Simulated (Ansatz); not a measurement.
# BeS (rocksalt type): the dielectric function from several functionals

Aim: the dielectric function of BeS (rocksalt type) in the independent-particle picture, and how it depends on the functional and on the gap. Plan: HSE06 for the gap; optics with PBE on 8×8×8; optics with r2SCAN on 8×8×8; optics with PBE and scissors to the HSE06 gap on 8×8×8.

Computed with Ansatz 0.2.0 (plane waves, PAW; no local fields, no excitons, unless a step's input says otherwise).

## (1) The starting structure

It takes space group Fm-3m (No. 225, cubic). Conventional cell: a = 4.635 Å, b = 4.635 Å, c = 4.635 Å, α = 90.00°, β = 90.00°, γ = 90.00°. Be (site symmetry m-3m) is surrounded by 6 S at 2.32 Å. Around S (site symmetry m-3m) lie 6 Be at 2.32 Å.

As a file:

```
Be S
1.0
     0.00000    2.31730    2.31730
     2.31730    0.00000    2.31730
     2.31730    2.31730    0.00000
Be S
1 1
Cartesian
  0.0000 0.0000 0.0000
  2.3173 2.3173 2.3173
```

Cell and atoms come from an earlier r2SCAN relaxation.

## (2) The gap to aim at

File input.yaml:

```yaml
crystal:
  lattice:
    - [0.0, 2.3172971951, 2.3172971951]
    - [2.3172971951, 0.0, 2.3172971951]
    - [2.3172971951, 2.3172971951, 0.0]
  atoms:
    - { symbol: Be, position: [0.0, 0.0, 0.0] }
    - { symbol: S, position: [0.5, 0.5, 0.5] }
kpoints:
  mp_grid: { grid: [6, 6, 6] }
  band_path:
    path:
      - [0.0, 0.0, 0.0]
      - [0.5, 0.0, 0.5]
      - [0.625, 0.25, 0.625]
      - [0.375, 0.375, 0.75]
      - [0.5, 0.5, 0.5]
      - [0.5, 0.25, 0.75]
      - [0.0, 0.148438, -0.151042]
      - [0.0, 0.5, 0.5]
    npoints: 1
hamiltonian:
  xc: hse06
scf:
  occupations: { method: fixed }
  n_extra_bands: 4
output:
  forces: true
  stress: true
  eigenvalues: true
  write_density: true
  write_potential: true
  elf: true
  volumetric_format: npy
```

Command:

```
$ ansatz run input.yaml --threads 4 --pin off --max-ram 3686MiB --backend cpu --events-out ev --progress --plain --runs-dir out
```

After this run come: Optics, PBE; Optics, r2SCAN; Optics, PBE with a scissors shift.

**Question.** What will the summary of the whole plan be? Wanted: ε∞, PBE; ε∞, r2SCAN; tallest peak of ε₂, PBE; tallest peak of ε₂, r2SCAN; HSE06 direct gap.

**Answer**, as computed:

| quantity | value |
| --- | --- |
| ε∞, PBE | 9.78 |
| ε∞, r2SCAN | 8.45 |
| ε∞, PBE + 1.07 eV scissors | 8.40 |
| tallest peak of ε₂, PBE | 66.0 at 4.75 eV |
| tallest peak of ε₂, r2SCAN | 58.2 at 5.30 eV |
| tallest peak of ε₂, PBE + 1.07 eV scissors | 65.9 at 5.85 eV |
| HSE06 direct gap | 5.21 eV |

**Reading.** PBE + 1.07 eV scissors has the widest direct gap (5.21 eV) and PBE the narrowest (4.14 eV); ε∞ is 8.40 and 9.78: a wider gap screens less. Local fields and excitons are left out: both change ε∞, and without excitons the onset lacks its lines.
